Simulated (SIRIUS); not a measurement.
# CdS (Hawleyite) (F-43m) in SIRIUS: a series of runs

The runs below take CdS (Hawleyite) through band structure, equation of state, with OLYP, LDA.

Program: SIRIUS 7.12.0. These are calculated values, not measurements. Logs are shortened: lines on timing, memory, paths and dates and some standing lists are left out, and cuts for length are marked. The log counts tension as positive stress, the text compression.

## Step 1: Starting point

Symmetry: F-43m, No. 216, cubic system. Conventional cell: a = 5.833 Å, b = 5.833 Å, c = 5.833 Å, α = 90.00°, β = 90.00°, γ = 90.00°. Cd (site symmetry -43m) has 4 S at 2.53 Å as nearest neighbours. S (site symmetry -43m) is surrounded by 4 Cd at 2.53 Å.

## Step 2: Band structure, OLYP

Input file sirius.json:

```json
{
  "control": {
    "processing_unit": "cpu",
    "std_evp_solver_name": "lapack",
    "gen_evp_solver_name": "lapack",
    "verbosity": 2,
    "print_forces": true,
    "ortho_rf": true,
    "use_second_variation": true,
    "rmt_max": 3.0,
    "num_bands_to_print": 24,
    "save_wf": true
  },
  "parameters": {
    "electronic_structure_method": "full_potential_lapwlo",
    "xc_functionals": ["XC_GGA_X_OPTX", "XC_GGA_C_LYP"],
    "core_relativity": "dirac",
    "valence_relativity": "zora",
    "num_fv_states": 24,
    "smearing": "gaussian",
    "smearing_width": 0.0036749322,
    "pw_cutoff": 20,
    "gk_cutoff": 3.51,
    "lmax_apw": 10,
    "lmax_rho": 8,
    "lmax_pot": 8,
    "num_mag_dims": 0,
    "auto_rmt": 0,
    "ngridk": [8, 8, 8],
    "shiftk": [0, 0, 0],
    "num_dft_iter": 80,
    "energy_tol": 1e-07,
    "density_tol": 1e-05,
    "use_symmetry": true
  },
  "settings": {"tol_ne": 1e-10},
  "iterative_solver": {"type": "exact"},
  "mixer": {"type": "anderson", "beta": 0.5, "max_history": 8},
  "unit_cell": {
    "lattice_vectors": [[0.0, 5.5113862425, 5.5113862425], [5.5113862425, 0.0, 5.5113862425], [5.5113862425, 5.5113862425, 0.0]],
    "atom_types": ["Cd", "S"],
    "atom_files": {"Cd": "Cd.json", "S": "S.json"},
    "atoms": {"Cd": [[0.0, 0.0, 0.0]], "S": [[0.75, 0.75, 0.75]]}
  }
}
```

Input file Cd.json:

```json
{
  "name": "cadmium",
  "symbol": "Cd",
  "number": 48,
  "mass": 112.411,
  "rmin": 1e-06,
  "rmt": 2.47,
  "nrmt": 800,
  "rinf": 14.45,
  "core": "1s2s2p3s3p3d",
  "valence": [
    {"basis": [{"enu": -0.1, "dme": 0, "n": 0, "auto": 0}, {"enu": -0.1, "dme": 1, "n": 0, "auto": 0}]},
    {"l": 0, "n": 1, "basis": [{"enu": 0.0, "dme": 0, "n": 0, "auto": 0}]},
    {"l": 1, "n": 2, "basis": [{"enu": 0.0, "dme": 0, "n": 0, "auto": 0}]},
    {"l": 2, "n": 3, "basis": [{"enu": -0.0602, "dme": 0, "n": 0, "auto": 0}]},
    {"l": 3, "n": 4, "basis": [{"enu": 0.0, "dme": 0, "n": 0, "auto": 0}]}
  ],
  "lo": [
    {"l": 0, "basis": [{"enu": 0.0, "dme": 0, "n": 0, "auto": 0}, {"enu": 0.0, "dme": 1, "n": 0, "auto": 0}]},
    {
      "l": 0,
      "basis": [{"enu": -3.6589, "dme": 0, "n": 4, "auto": 1}, {"enu": -3.6589, "dme": 1, "n": 4, "auto": 1}]
    },
    {"l": 0, "basis": [{"enu": -3.6589, "dme": 1, "n": 4, "auto": 1}, {"enu": 0.0, "dme": 0, "n": 0, "auto": 0}]},
    {"l": 0, "basis": [{"enu": 0.0, "dme": 0, "n": 0, "auto": 0}, {"enu": 2.6226, "dme": 0, "n": 0, "auto": 0}]},
    {"l": 1, "basis": [{"enu": 0.0, "dme": 0, "n": 0, "auto": 0}, {"enu": 0.0, "dme": 1, "n": 0, "auto": 0}]},
    {
      "l": 1,
      "basis": [{"enu": -2.2396, "dme": 0, "n": 4, "auto": 1}, {"enu": -2.2396, "dme": 1, "n": 4, "auto": 1}]
    },
    {"l": 1, "basis": [{"enu": -2.2396, "dme": 1, "n": 4, "auto": 1}, {"enu": 0.0, "dme": 0, "n": 0, "auto": 0}]},
    {"l": 1, "basis": [{"enu": 0.0, "dme": 0, "n": 0, "auto": 0}, {"enu": 3.0159, "dme": 0, "n": 0, "auto": 0}]},
    {
      "l": 2,
      "basis": [{"enu": -0.0602, "dme": 0, "n": 0, "auto": 0}, {"enu": -0.0602, "dme": 1, "n": 0, "auto": 0}]
    },
    {
      "l": 2,
      "basis": [{"enu": -0.0602, "dme": 1, "n": 0, "auto": 0}, {"enu": -0.0602, "dme": 2, "n": 0, "auto": 0}]
    },
    {
      "l": 2,
      "basis": [{"enu": -0.0602, "dme": 0, "n": 0, "auto": 0}, {"enu": 2.4968, "dme": 0, "n": 0, "auto": 0}]
    },
    {"l": 3, "basis": [{"enu": 0.0, "dme": 0, "n": 0, "auto": 0}, {"enu": 0.0, "dme": 1, "n": 0, "auto": 0}]},
    {"l": 3, "basis": [{"enu": 0.0, "dme": 0, "n": 0, "auto": 0}, {"enu": 2.852, "dme": 0, "n": 0, "auto": 0}]}
  ],
  "free_atom": [... radial grid and density of the free atom, the start of the SCF ...]
}
```

Input file S.json:

```json
{
  "name": "sulphur",
  "symbol": "S",
  "number": 16,
  "mass": 32.065,
  "rmin": 1e-06,
  "rmt": 2.22,
  "nrmt": 800,
  "rinf": 13.52,
  "core": "1s",
  "valence": [
    {"basis": [{"enu": -0.1, "dme": 0, "n": 0, "auto": 0}, {"enu": -0.1, "dme": 1, "n": 0, "auto": 0}]},
    {"l": 0, "n": 1, "basis": [{"enu": -0.1366, "dme": 0, "n": 0, "auto": 0}]},
    {"l": 1, "n": 2, "basis": [{"enu": 0.0, "dme": 0, "n": 0, "auto": 0}]},
    {"l": 2, "n": 3, "basis": [{"enu": 0.0, "dme": 0, "n": 0, "auto": 0}]},
    {"l": 3, "n": 4, "basis": [{"enu": 0.0, "dme": 0, "n": 0, "auto": 0}]}
  ],
  "lo": [
    {
      "l": 0,
      "basis": [{"enu": -0.1366, "dme": 0, "n": 0, "auto": 0}, {"enu": -0.1366, "dme": 1, "n": 0, "auto": 0}]
    },
    {
      "l": 0,
      "basis": [{"enu": -0.1366, "dme": 1, "n": 0, "auto": 0}, {"enu": -0.1366, "dme": 2, "n": 0, "auto": 0}]
    },
    {
      "l": 0,
      "basis": [{"enu": -7.4763, "dme": 0, "n": 2, "auto": 1}, {"enu": -7.4763, "dme": 1, "n": 2, "auto": 1}]
    },
    {
      "l": 0,
      "basis": [{"enu": -0.1366, "dme": 0, "n": 0, "auto": 0}, {"enu": 2.2983, "dme": 0, "n": 0, "auto": 0}]
    },
    {"l": 1, "basis": [{"enu": 0.0, "dme": 0, "n": 0, "auto": 0}, {"enu": 0.0, "dme": 1, "n": 0, "auto": 0}]},
    {
      "l": 1,
      "basis": [{"enu": -5.4882, "dme": 0, "n": 2, "auto": 1}, {"enu": -5.4882, "dme": 1, "n": 2, "auto": 1}]
    },
    {"l": 1, "basis": [{"enu": -5.4882, "dme": 1, "n": 2, "auto": 1}, {"enu": 0.0, "dme": 0, "n": 0, "auto": 0}]},
    {"l": 1, "basis": [{"enu": 0.0, "dme": 0, "n": 0, "auto": 0}, {"enu": 3.7335, "dme": 0, "n": 0, "auto": 0}]},
    {"l": 2, "basis": [{"enu": 0.0, "dme": 0, "n": 0, "auto": 0}, {"enu": 0.0, "dme": 1, "n": 0, "auto": 0}]},
    {"l": 2, "basis": [{"enu": 0.0, "dme": 1, "n": 0, "auto": 0}, {"enu": 0.0, "dme": 2, "n": 0, "auto": 0}]},
    {"l": 2, "basis": [{"enu": 0.0, "dme": 0, "n": 0, "auto": 0}, {"enu": 3.1653, "dme": 0, "n": 0, "auto": 0}]},
    {"l": 3, "basis": [{"enu": 0.0, "dme": 0, "n": 0, "auto": 0}, {"enu": 0.0, "dme": 1, "n": 0, "auto": 0}]}
  ],
  "free_atom": [... radial grid and density of the free atom, the start of the SCF ...]
}
```

Input file sirius_start.json:

```json
{
  "control": {
    "processing_unit": "cpu",
    "std_evp_solver_name": "lapack",
    "gen_evp_solver_name": "lapack",
    "verbosity": 1,
    "print_forces": false,
    "ortho_rf": true,
    "use_second_variation": true,
    "rmt_max": 3.0,
    "num_bands_to_print": 24,
    "save_wf": false
  },
  "parameters": {
    "electronic_structure_method": "full_potential_lapwlo",
    "xc_functionals": ["XC_LDA_X", "XC_LDA_C_PW"],
    "core_relativity": "dirac",
    "valence_relativity": "zora",
    "num_fv_states": 24,
    "smearing": "fermi_dirac",
    "smearing_width": 0.0055123983,
    "pw_cutoff": 20,
    "gk_cutoff": 2.81,
    "lmax_apw": 10,
    "lmax_rho": 8,
    "lmax_pot": 8,
    "num_mag_dims": 0,
    "auto_rmt": 0,
    "ngridk": [3, 3, 3],
    "shiftk": [0, 0, 0],
    "num_dft_iter": 30,
    "energy_tol": 0.01,
    "density_tol": 0.05,
    "use_symmetry": true
  },
  "settings": {"tol_ne": 1e-10},
  "iterative_solver": {"type": "exact"},
  "mixer": {"type": "anderson", "beta": 0.5, "max_history": 8},
  "unit_cell": {
    "lattice_vectors": [[0.0, 5.5113862425, 5.5113862425], [5.5113862425, 0.0, 5.5113862425], [5.5113862425, 5.5113862425, 0.0]],
    "atom_types": ["Cd", "S"],
    "atom_files": {"Cd": "Cd.json", "S": "S.json"},
    "atoms": {"Cd": [[0.0, 0.0, 0.0]], "S": [[0.75, 0.75, 0.75]]}
  }
}
```

Input file sirius_bands.json:

```json
{
  "control": {
    "processing_unit": "cpu",
    "std_evp_solver_name": "lapack",
    "gen_evp_solver_name": "lapack",
    "verbosity": 2,
    "print_forces": true,
    "ortho_rf": true,
    "use_second_variation": true,
    "rmt_max": 3.0,
    "num_bands_to_print": 24,
    "save_wf": true
  },
  "parameters": {
    "electronic_structure_method": "full_potential_lapwlo",
    "xc_functionals": ["XC_GGA_X_OPTX", "XC_GGA_C_LYP"],
    "core_relativity": "dirac",
    "valence_relativity": "zora",
    "num_fv_states": 24,
    "smearing": "gaussian",
    "smearing_width": 0.0036749322,
    "pw_cutoff": 20,
    "gk_cutoff": 3.51,
    "lmax_apw": 10,
    "lmax_rho": 8,
    "lmax_pot": 8,
    "num_mag_dims": 0,
    "auto_rmt": 0,
    "ngridk": [8, 8, 8],
    "shiftk": [0, 0, 0],
    "num_dft_iter": 80,
    "energy_tol": 1e-07,
    "density_tol": 1e-05,
    "use_symmetry": true
  },
  "settings": {"tol_ne": 1e-10},
  "iterative_solver": {"type": "exact"},
  "mixer": {"type": "anderson", "beta": 0.5, "max_history": 8},
  "unit_cell": {
    "lattice_vectors": [[0.0, 5.5113862425, 5.5113862425], [5.5113862425, 0.0, 5.5113862425], [5.5113862425, 5.5113862425, 0.0]],
    "atom_types": ["Cd", "S"],
    "atom_files": {"Cd": "Cd.json", "S": "S.json"},
    "atoms": {"Cd": [[0.0, 0.0, 0.0]], "S": [[0.75, 0.75, 0.75]]}
  },
  "kpoints_rel": {
    "G": [0.0, 0.0, 0.0],
    "K": [0.375, 0.375, 0.75],
    "L": [0.5, 0.5, 0.5],
    "U": [0.625, 0.25, 0.625],
    "W": [0.5, 0.25, 0.75],
    "X": [0.5, 0.0, 0.5]
  },
  "kpoints_path": ["G", "X", "W", "K", "G", "L", "U", "W", "L", "K"]
}
```

Potentials or basis: all-electron FP-LAPW (ZORA valence), apw+lo standard.

Command:

```sh
> OMP_NUM_THREADS=1 sirius.scf --input=sirius_start.json --output=start.json
> OMP_NUM_THREADS=1 sirius.scf --input=sirius.json --output=output.json --task=1
> OMP_NUM_THREADS=1 sirius.scf --input=sirius_bands.json --output=bands_out.json --task=2
```

The program printed:

```text
[info] SIRIUS version : 7.12.0
[info] number of MPI ranks           : 1
[info] MPI grid                      : 1 1
[info] maximum number of OMP threads : 1
[fft] FFT context for density and potential
[fft] =====================================
[fft]   plane wave cutoff                     : 20
[fft]   grid size                             : 54 54 54   total : 157464
[fft]   grid limits                           : -26 27   -26 27   -26 27
[fft]   number of G-vectors within the cutoff : 45143
[fft]   number of G-shells                    : 1190
[fft] FFT context for coarse grid
[fft] =====================================
[fft]   plane wave cutoff                     : 7.02
[fft]   grid size                             : 20 20 20   total : 8000
[fft]   grid limits                           : -9 10   -9 10   -9 10
[fft]   number of G-vectors within the cutoff : 1917
[fft]   number of G-shells                    : 75
[unit cell] lattice vectors
[unit cell]   a1 :       0.0000000000      5.5113862425      5.5113862425
[unit cell]   a2 :       5.5113862425      0.0000000000      5.5113862425
[unit cell]   a3 :       5.5113862425      5.5113862425      0.0000000000
[unit cell] reciprocal lattice vectors
[unit cell]   b1 :      -0.5700185970      0.5700185970      0.5700185970
[unit cell]   b2 :       0.5700185970     -0.5700185970      0.5700185970
[unit cell]   b3 :       0.5700185970      0.5700185970     -0.5700185970
[unit cell] unit cell volume :       334.82088430 [a.u.^3]
[unit cell] 1/sqrt(omega)    :         0.05465045
[unit cell] MT volume        :       108.95156839 (32.54%)
[unit cell] IT volume        :       225.86931591 (67.46%)
[unit cell] number of atom types : 2
[unit cell] type id : 0 symbol : Cd mt_radius :   2.470000 num_atoms : 1
[unit cell] type id : 1 symbol :  S mt_radius :   2.220000 num_atoms : 1
[unit cell] total number of atoms : 2
[unit cell] number of symmetry classes : 2
[unit cell] atom id  type id  class id             position                      vector_field
[unit cell] ------------------------------------------------------------------------------------------
[... 373 lines left out ...]
[generate_core_charge_density] atom class : 1
[generate_core_charge_density]   n,l,k : 1 0 1  energy :         -88.05402585
[... 23 lines left out ...]
[find] valence_eval_sum               :     -69.94444295
[find] core_eval_sum                  :   -3518.36476297
[find] kinetic energy                 :    6269.88373044
[find] enuc                           :   -7275.64781734
[find] <rho|V^{XC}>                   :    -240.32678854
[find] <rho|E^{XC}>                   :    -182.97773469
[find] <mag|B^{XC}>                   :       0.00000000
[find] <rho|V^{H}>                    :   -9617.86614780
[find] smearing (-TS)                 :      -0.00000000
[find] SCF correction                 :       0.00014276
[find] Total energy                   :   -5997.67475273 (Ha),  -11995.34950547 (Ry)
[find] Free energy (E-TS)             :   -5997.67475273 (Ha),  -11995.34950547 (Ry)
[find] band gap (eV)                  :       1.64702633
[find] Efermi                         :       0.12925090
[find] iteration : 7, RMS (target) : 7.7096e-06 (1.0000e-05) , energy difference (target) : 7.1886e-09 (1.0000e-07)
[find] converged after 8 SCF iterations!
[find] Charges and magnetic moments
[find] --------------------------------------------------------------------------------
[find] atom      charge    core leakage
[find] --------------------------------------------------------------------------------
[find]    0   46.406613    1.586712e-09
[find]    1   14.666301    0.000000e+00
[find] total core leakage    : 1.58671230e-09
[find] interstitial charge   : 2.927084
[find] total charge          : 63.999998
[find] Energy
[find] --------------------------------------------------------------------------------
[find] valence_eval_sum               :     -69.94444295
[find] core_eval_sum                  :   -3518.36476297
[find] kinetic energy                 :    6269.88373044
[find] enuc                           :   -7275.64781734
[find] <rho|V^{XC}>                   :    -240.32678854
[find] <rho|E^{XC}>                   :    -182.97773469
[find] <mag|B^{XC}>                   :       0.00000000
[find] <rho|V^{H}>                    :   -9617.86614780
[find] smearing (-TS)                 :      -0.00000000
[find] SCF correction                 :       0.00014276
[find] Total energy                   :   -5997.67475273 (Ha),  -11995.34950547 (Ry)
[find] Free energy (E-TS)             :   -5997.67475273 (Ha),  -11995.34950547 (Ry)
[find] band gap (eV)                  :       1.64702633
[find] Efermi                         :       0.12925090
[ground_state]
[ground_state] ==== total Forces in Ha/bohr =====
[ground_state] atom:    0, force:       0.0000000      0.0000000     -0.0000000
[ground_state] atom:    1, force:      -0.0000000     -0.0000000      0.0000000
[ground_state] ==== contribution from density =====
[ground_state] atom:    0, force:       0.0000000      0.0000000      0.0000000
[ground_state] atom:    1, force:      -0.0000000     -0.0000000      0.0000000
[ground_state] ==== contribution from Hartree potential =====
[ground_state] atom:    0, force:       0.0000000      0.0000000     -0.0000000
[ground_state] atom:    1, force:       0.0000000      0.0000000      0.0000000
[ground_state] ==== contribution from IBS =====
[ground_state] atom:    0, force:       0.0000000      0.0000000      0.0000000
[ground_state] atom:    1, force:      -0.0000000     -0.0000000      0.0000000
```

Run time: 1.7 min. Hardware: 1 thread of Arm Neoverse N1, shared host; peak memory 0.45 GiB.

Results:

* Free energy: -163205.0443 eV
* Band gap on the k mesh: 1.65 eV, direct
* Band gap along the path: 1.65 eV, direct
* All electrons inside the program's atomic spheres: Cd 46.41; S 14.67 (radii Cd 2.47, S 2.22 bohr)

Levels at the corners of the path, in eV from the valence-band top:
```csv
point,band 14,band 15,band 16,band 17,band 18,band 19,band 20,band 21
Γ,-7.43,0.00,0.00,0.00,1.65,6.77,6.77,6.77
X,-6.95,-3.83,-1.79,-1.79,4.15,4.63,9.84,11.10
W,-6.79,-3.78,-2.11,-2.07,5.56,5.96,7.62,8.65
K,-6.84,-3.80,-2.37,-1.46,4.66,5.78,9.10,9.27
Γ,-7.43,0.00,0.00,0.00,1.65,6.77,6.77,6.77
L,-7.03,-4.20,-0.72,-0.72,3.38,7.28,7.28,8.13
U,-6.84,-3.80,-2.37,-1.46,4.66,5.78,9.10,9.27
W,-6.79,-3.78,-2.11,-2.07,5.56,5.96,7.62,8.65
L,-7.03,-4.20,-0.72,-0.72,3.38,7.28,7.28,8.13
K,-6.84,-3.80,-2.37,-1.46,4.66,5.78,9.10,9.27
```

(Continued in part 2 of 4.)
